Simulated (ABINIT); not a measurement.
# MgB2 (P6/mmm) in ABINIT: single point with LDA

Aim: the single point of MgB2 with LDA.

All numbers are computed with ABINIT 10.8.3 (patched build); they aren't measurements. Logs are shortened: lines on timing, memory, paths and dates and some standing lists are left out, and cuts for length are marked. The log counts tension as positive stress, the text compression.

## 1. The crystal as given

The structure is hexagonal, space group P6/mmm (No. 191). Conventional cell: a = 3.085 Å, b = 3.085 Å, c = 3.523 Å, α = 90.00°, β = 90.00°, γ = 120.00°. Around Mg (site symmetry 6/mmm) lie 12 B at 2.51 Å. B (site symmetry -6m2) is surrounded by 3 B at 1.78 Å.

## 2. Single point, LDA

run.abi

```
# Pseudopotentials
pp_dirpath "./"
pseudos "Mg.upf, B.upf"

# Structure
acell 3*1.0
rprim
     5.8298050945     0.0000000000     0.0000000000
    -2.9149025472     5.0487593110     0.0000000000
     0.0000000000     0.0000000000     6.6575051371
ntypat 2
znucl 12 5
natom 3
typat 1 2 2
xred
     0.0000000000     0.0000000000     0.0000000000
     0.6666666667     0.3333333333     0.5000000000
     0.3333333333     0.6666666667     0.5000000000

# Plane-wave basis
ecut 1034.032677 eV

# k points
kptopt 1
ngkpt 8 8 6
nshiftk 1
shiftk 0.0 0.0 0.0

# Exchange and correlation
ixc 7

# Bands and occupations
nband 12
occopt 3
tsmear 0.00183747

# SCF cycle
nstep 100
tolvrs 1.0e-10

# Output
iomode 3
prtwf 0
prtden 0
prteig 0
prtebands 0
enunit 1
```

Potentials or basis: PseudoDojo NC SR LDA v0.4.1 standard.

On the command line:

```bash
> abinit run.abi > log 2>&1
```

run.abo:

```text
.Version 10.8.3 of ABINIT
 Symmetries : space group P6/m m m (#191); Bravais hP (primitive hexag.)
================================================================================
 Values of the parameters that define the memory need of the present run
     intxc =       0    ionmov =       0      iscf =       7    lmnmax =       4
     lnmax =       4     mgfft =      40  mpssoang =       2    mqgrid =    3001
     natom =       3  nloc_mem =       1    nspden =       1   nspinor =       1
    nsppol =       1      nsym =      24    n1xccc =    2501    ntypat =       2
    occopt =       3   xclevel =       1
       mpw =        2204          nfft =       51840          nkpt =          40
================================================================================
================================================================================

--------------------------------------------------------------------------------
------------- Echo of variables that govern the present computation ------------
--------------------------------------------------------------------------------
 -outvars: echo values of preprocessed input variables --------
            acell      1.0000000000E+00  1.0000000000E+00  1.0000000000E+00 Bohr
              amu      2.43050000E+01  1.08110000E+01
             ecut      3.80000000E+01 Hartree
           enunit           1
              ixc           7
         kptrlatt        8    0    0      0    8    0      0    0    6
          kptrlen      3.99450308E+01
            natom           3
            nband          12
            ngfft          36      36      40
             nkpt          40
            nstep         100
             nsym          24
           ntypat           2
           occopt           3
           prtden           0
        prtebands           0
           prteig           0
            prtwf           0
            rprim      5.8298050945E+00  0.0000000000E+00  0.0000000000E+00
                      -2.9149025472E+00  5.0487593110E+00  0.0000000000E+00
                       0.0000000000E+00  0.0000000000E+00  6.6575051371E+00
          spgroup         191
           tolvrs      1.00000000E-10
           tsmear      1.83747000E-03 Hartree
            typat      1  2  2
           xangst      0.0000000000E+00  0.0000000000E+00  0.0000000000E+00
                       1.5424999990E+00  8.9056278963E-01  1.7614999988E+00
                       1.7639405145E-11  1.7811255793E+00  1.7614999988E+00
            xcart      0.0000000000E+00  0.0000000000E+00  0.0000000000E+00
                       2.9149025473E+00  1.6829197703E+00  3.3287525686E+00
                       3.3333644748E-11  3.3658395407E+00  3.3287525686E+00
             xred      0.0000000000E+00  0.0000000000E+00  0.0000000000E+00
                       6.6666666667E-01  3.3333333333E-01  5.0000000000E-01
                       3.3333333333E-01  6.6666666667E-01  5.0000000000E-01
            znucl       12.00000    5.00000

================================================================================

 chkinp: Checking input parameters for consistency.

================================================================================
== DATASET  1 ==================================================================

--- !DatasetInfo
iteration_state: {dtset: 1, }
dimensions: {natom: 3, nkpt: 40, mband: 12, nsppol: 1, nspinor: 1, nspden: 1, mpw: 2204, }
cutoff_energies: {ecut:  38.0, pawecutdg:  -1.0, }
electrons: {nelect:   1.60000000E+01, charge:   0.00000000E+00, occopt:   3.00000000E+00, tsmear:   1.83747000E-03, }
meta: {optdriver: 0, ionmov: 0, optcell: 0, iscf: 7, paral_kgb: 0, }
...

 Exchange-correlation functional for the present dataset will be:
  LDA: Perdew-Wang 92 LSD fit to Ceperley-Alder data - ixc=7
  J.P.Perdew and Y.Wang, PRB 45, 13244 (1992)

 Real(R)+Recip(G) space primitive vectors, cartesian coordinates (Bohr,Bohr^-1):
 R(1)=  5.8298051  0.0000000  0.0000000  G(1)=  0.1715323  0.0990342  0.0000000
 R(2)= -2.9149025  5.0487593  0.0000000  G(2)=  0.0000000  0.1980685  0.0000000
 R(3)=  0.0000000  0.0000000  6.6575051  G(3)=  0.0000000  0.0000000  0.1502064
 Unit cell volume ucvol=  1.9595223E+02 bohr^3
 Angles (23,13,12)=  9.00000000E+01  9.00000000E+01  1.20000000E+02 degrees

 getcut: wavevector=  0.0000  0.0000  0.0000  ngfft=  36  36  40
         ecut(hartree)=     38.000   => boxcut(ratio)=   2.16517

--- Pseudopotential description ------------------------------------------------
- pspini: atom type   1  psp file is ./Mg.upf
12 -1012 1 -1 1510                            pspcod,pspxc,lmax,lloc,mmax
     nproj     2     2

- pspini: atom type   2  psp file is ./B.upf
12 -1012 1 -1 1498                            pspcod,pspxc,lmax,lloc,mmax
     nproj     2     2

   2.49964933E+02                                ecore*ucvol(ha*bohr**3)
--------------------------------------------------------------------------------

================================================================================

--- !BeginCycle
iteration_state: {dtset: 1, }
solver: {iscf: 7, nstep: 100, nline: 4, wfoptalg: 0, }
tolerances: {tolvrs: 1.00E-10, }
...

     iter   Etot(hartree)      deltaE(h)  residm     vres2
 ETOT  1  -65.125466488606    -6.513E+01 1.225E-01 6.965E+02
 ETOT  2  -65.208867198688    -8.340E-02 1.673E-02 7.684E+00
 ETOT  3  -65.209903574457    -1.036E-03 1.781E-03 1.398E+00
 ETOT  4  -65.210011707241    -1.081E-04 1.779E-03 1.990E-01
 ETOT  5  -65.210033250655    -2.154E-05 6.485E-04 1.532E-04
 ETOT  6  -65.210033268556    -1.790E-08 7.939E-04 4.834E-05
 ETOT  7  -65.210033273557    -5.001E-09 2.550E-04 4.566E-07
 ETOT  8  -65.210033273607    -5.031E-11 2.180E-04 8.074E-09
 ETOT  9  -65.210033273608    -6.111E-13 7.961E-05 1.733E-11

 At SCF step    9       vres2   =  1.73E-11 < tolvrs=  1.00E-10 =>converged.

 Cartesian components of stress tensor (hartree/bohr^3)
  sigma(1 1)=  2.71117998E-04  sigma(3 2)=  0.00000000E+00
  sigma(2 2)=  2.71117998E-04  sigma(3 1)=  0.00000000E+00
  sigma(3 3)=  2.65127650E-04  sigma(2 1)= -6.71553858E-14

--- !ResultsGS
iteration_state: {dtset: 1, }
comment   : Summary of ground state results
lattice_vectors:
- [  5.8298051,   0.0000000,   0.0000000, ]
- [ -2.9149025,   5.0487593,   0.0000000, ]
- [  0.0000000,   0.0000000,   6.6575051, ]
lattice_lengths: [   5.82981,    5.82981,    6.65751, ]
lattice_angles: [ 90.000,  90.000, 120.000, ] # degrees, (23, 13, 12)
lattice_volume:   1.9595223E+02
convergence: {deltae: -6.111E-13, res2:  1.733E-11, residm:  7.961E-05, diffor: null, }
etotal    :  -6.52100333E+01
entropy   :   0.00000000E+00
fermie    :   2.49431979E-01
cartesian_stress_tensor: # hartree/bohr^3
- [  2.71117998E-04,  -6.71553858E-14,   0.00000000E+00, ]
- [ -6.71553858E-14,   2.71117998E-04,   0.00000000E+00, ]
- [  0.00000000E+00,   0.00000000E+00,   2.65127650E-04, ]
pressure_GPa:  -7.9178E+00
xred      :
- [  0.0000E+00,   0.0000E+00,   0.0000E+00, Mg]
- [  6.6667E-01,   3.3333E-01,   5.0000E-01,  B]
- [  3.3333E-01,   6.6667E-01,   5.0000E-01,  B]
cartesian_forces: # hartree/bohr
- [ -6.15834247E-29,   1.42220827E-28,  -0.00000000E+00, ]
- [  7.69792809E-29,   8.88880171E-30,  -0.00000000E+00, ]
- [ -1.53958562E-29,  -1.51109629E-28,  -0.00000000E+00, ]
force_length_stats: {min:   7.74907767E-29, max:   1.54981553E-28, mean:   1.28121413E-28, }
...

 Integrated electronic density in atomic spheres:
 ------------------------------------------------
 Atom  Sphere_radius  Integrated_density
    1        2.00000          8.36812685
    2        2.00000          2.63958839
    3        2.00000          2.63958839
================================================================================

 ----iterations are completed or convergence reached----

 Mean square residual over all n,k,spin=   32.266E-08; max=  79.614E-06
 reduced coordinates (array xred) for    3 atoms
       0.000000000000      0.000000000000      0.000000000000
       0.666666666667      0.333333333333      0.500000000000
       0.333333333333      0.666666666667      0.500000000000
 rms dE/dt=  7.0673E-28; max dE/dt=  1.6156E-27; dE/dt below (all hartree)
    1       0.000000000000      0.000000000000      0.000000000000
    2      -0.000000000000      0.000000000000      0.000000000000
    3      -0.000000000000      0.000000000000      0.000000000000

 cartesian coordinates (angstrom) at end:
    1      0.00000000000000     0.00000000000000     0.00000000000000
    2      1.54249999897017     0.89056278963434     1.76149999881646
    3      0.00000000001764     1.78112557926868     1.76149999881646

 cartesian forces (hartree/bohr) at end:
    1     -0.00000000000000     0.00000000000000    -0.00000000000000
    2      0.00000000000000     0.00000000000000    -0.00000000000000
    3     -0.00000000000000    -0.00000000000000    -0.00000000000000
 frms,max,avg= 7.6808025E-29 1.5110963E-28   0.000E+00  0.000E+00  0.000E+00 h/b

 cartesian forces (eV/Angstrom) at end:
    1     -0.00000000000000     0.00000000000000    -0.00000000000000
    2      0.00000000000000     0.00000000000000    -0.00000000000000
    3     -0.00000000000000    -0.00000000000000    -0.00000000000000
 frms,max,avg= 3.9496275E-27 7.7703695E-27   0.000E+00  0.000E+00  0.000E+00 e/A
 length scales=  1.000000000000  1.000000000000  1.000000000000 bohr
              =  0.529177210544  0.529177210544  0.529177210544 angstroms
 Fermi (or HOMO) energy (eV) =   6.78739   Average Vxc (eV)= -11.33759
 Eigenvalues (   eV  ) for nkpt=  40  k points:
 kpt#   1, nband= 12, wtk=  0.00260, kpt=  0.0000  0.0000  0.0000 (reduced coord)
 -67.76777  -35.19963  -35.19963  -35.18516   -5.50934    3.86265    7.14408    7.14408
   8.45127   13.06662   13.06662   14.99178
 prteigrs : prtvol=0 or 1, do not print more k-points.

--- !EnergyTerms
iteration_state     : {dtset: 1, }
comment             : Components of total free energy in Hartree
kinetic             :  3.79526476726522E+01
hartree             :  2.02614304194734E+01
xc                  : -1.01798231259167E+01
Ewald energy        : -3.69279620084455E+01
psp_core            :  1.27564218675927E+00
local_psp           : -5.94597896028355E+01
non_local_psp       : -1.81318012201955E+01
internal            : -6.52096556785083E+01
'-kT*entropy'       : -3.77595099806278E-04
total_energy        : -6.52100332736081E+01
total_energy_eV     : -1.77445540252142E+03
band_energy         : -1.21770405674810E+01
...

 Cartesian components of stress tensor (hartree/bohr^3)
  sigma(1 1)=  2.71117998E-04  sigma(3 2)=  0.00000000E+00
  sigma(2 2)=  2.71117998E-04  sigma(3 1)=  0.00000000E+00
  sigma(3 3)=  2.65127650E-04  sigma(2 1)= -6.71553858E-14

-Cartesian components of stress tensor (GPa)         [Pressure= -7.9178E+00 GPa]
- sigma(1 1)=  7.97656690E+00  sigma(3 2)=  0.00000000E+00
- sigma(2 2)=  7.97656690E+00  sigma(3 1)=  0.00000000E+00
- sigma(3 3)=  7.80032478E+00  sigma(2 1)= -1.97577966E-09

== END DATASET(S) ==============================================================
================================================================================

 -outvars: echo values of variables after computation  --------
            acell      1.0000000000E+00  1.0000000000E+00  1.0000000000E+00 Bohr
           etotal     -6.5210033274E+01
            fcart     -6.1583424706E-29  1.4222082733E-28 -0.0000000000E+00
                       7.6979280882E-29  8.8888017070E-30 -0.0000000000E+00
                      -1.5395856176E-29 -1.5110962903E-28 -0.0000000000E+00
            rprim      5.8298050945E+00  0.0000000000E+00  0.0000000000E+00
                      -2.9149025472E+00  5.0487593110E+00  0.0000000000E+00
                       0.0000000000E+00  0.0000000000E+00  6.6575051371E+00
           strten      2.7111799841E-04  2.7111799828E-04  2.6512765029E-04
                       0.0000000000E+00  0.0000000000E+00 -6.7155385802E-14
           xangst      0.0000000000E+00  0.0000000000E+00  0.0000000000E+00
                       1.5424999990E+00  8.9056278963E-01  1.7614999988E+00
                       1.7639405145E-11  1.7811255793E+00  1.7614999988E+00
             xred      0.0000000000E+00  0.0000000000E+00  0.0000000000E+00
                       6.6666666667E-01  3.3333333333E-01  5.0000000000E-01
                       3.3333333333E-01  6.6666666667E-01  5.0000000000E-01
 Calculation completed.
```

Wall time 12 s (1 thread of AMD EPYC 9R45 (Zen 5), shared host); peak memory 0.08 GiB.

What came out:

- Free energy: -1774.4554 eV
- Band gap on the k mesh: none (metal or under the smearing width)
- Valence electrons inside the program's atomic spheres: Mg 8.37; B 2.64

Levels at points of the mesh, in eV from the Fermi level:
```csv
k point,band 5,band 6,band 7,band 8,band 9,band 10,band 11,band 12
"(0.00, 0.00, 0.00)",-12.30,-2.92,0.36,0.36,1.66,6.28,6.28,8.20
"(0.50, 0.00, 0.00)",-8.39,-7.77,-2.17,0.23,3.06,3.94,5.31,6.98
"(0.00, 0.00, 0.50)",-10.98,-7.42,0.73,0.73,6.65,6.65,7.88,9.85
"(0.50, 0.00, 0.50)",-7.41,-6.84,-3.54,-1.88,-1.32,5.77,8.59,8.83
```

Caveat: the cutoff is too short for stress, so the log's stress isn't used.
